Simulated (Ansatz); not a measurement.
Al: the change of pressure and energy above lowest point with volume per atom

Equation of state of a cubic crystal from periodic Kohn-Sham density functional theory without spin; pressure corrected for the finite basis. The results are calculated, by Ansatz 0.2.0 development build.

Cell of the first row (space group Pm-3m, No. 221):
```
cell vectors (Å)
   2.7039     0.0000     0.0000
   0.0000     2.7039     0.0000
   0.0000     0.0000     2.7039
atoms (fractions of the cell vectors)
Al  0.00000  0.00000  0.00000
```

Settings of every row: formula Al; structure type simple cubic; functional PBE; spin treatment none; k mesh 20x20x20; occupation method fermi-dirac; occupation width 0.061225619 eV; wave cutoff 700 eV; datasets soft-1 PAW; density cutoff ratio 4.

Limits: a cubic model structure, not a phase known at ambient conditions; modest k-mesh, values are not fully converged in k; the SCF threshold is loose for a stress in some rows.

| row | volume per atom (Å³) | pressure (GPa) | energy above lowest point (meV/atom) |
| --- | --- | --- | --- |
| 1 | 19.767 | 1.184 | 1.44 |
| 2 | 20.171 | -0.023 | 0 |
| 3 | 20.574 | -1.109 | 1.45 |
| 4 | 20.978 | ? | ? |
| 5 | 21.381 | -2.955 | 11.85 |

Question: what pressure and energy above lowest point should row 4 give?

Worked fit of pressure. Take u = (V_r/V)^(2/3) − 1 with V_r = 20.373 Å³ an atom, which is twice the finite (Eulerian) strain; such expansions in the strain, on which the Birch-Murnaghan equation of state is built, carry the rest volume and the bulk modulus. The shown rows have u = 0.02034, 0.00667, -0.00652, -0.03168. Least squares give pressure = −0.5823 + 82.18 × u + 229.75 × u² GPa; a straight line predicts inner rows, each left out in turn, worse (root mean square 0.097 against 0.0018 GPa). The rows lie off it by 0.000, 0.001, -0.001, 0.000. The pressure vanishes at u = 0.0070, or V = 20.16 Å³ an atom, and there the bulk modulus at fixed shape and fractions is B = −V dP/dV = (2/3)(1 + u) dP/du = 57.3 GPa. The withheld row has u = -0.01932, so the fit gives −0.5823 + 82.18 × (-0.01932) + 229.75 × (-0.01932)² = -2.084 GPa.

The calculation gave -2.082 GPa. The fit lies 0.002 GPa (0.048 % of the column's range) below it; its largest miss of a shown row is 0.001 GPa.

Worked fit of energy above lowest point. Take u = (V_r/V)^(2/3) − 1 with V_r = 20.373 Å³ an atom, which is twice the finite (Eulerian) strain; such expansions in the strain, on which the Birch-Murnaghan equation of state is built, carry the rest volume and the bulk modulus. The shown rows have u = 0.02034, 0.00667, -0.00652, -0.03168. Least squares give energy above lowest point = 0.388 − 110.08 × u + 7946.7 × u² meV/atom; a straight line predicts inner rows, each left out in turn, worse (root mean square 3.4 against 0.016 meV/atom). The rows lie off it by 0.00, -0.01, 0.01, 0.00. Its lowest point lies at u = 0.0069, or V = 20.16 Å³ an atom, and the curvature there gives the bulk modulus at fixed shape and fractions, B = (4/9)(1 + u)² E″(u)/V = 56.9 GPa. The withheld row has u = -0.01932, so the fit gives 0.388 − 110.08 × (-0.01932) + 7946.7 × (-0.01932)² = 5.48 meV/atom.

The calculation gave 5.49 meV/atom. The fit lies 0.01 meV/atom (0.084 % of the column's range) below it, one unit of the last digit.
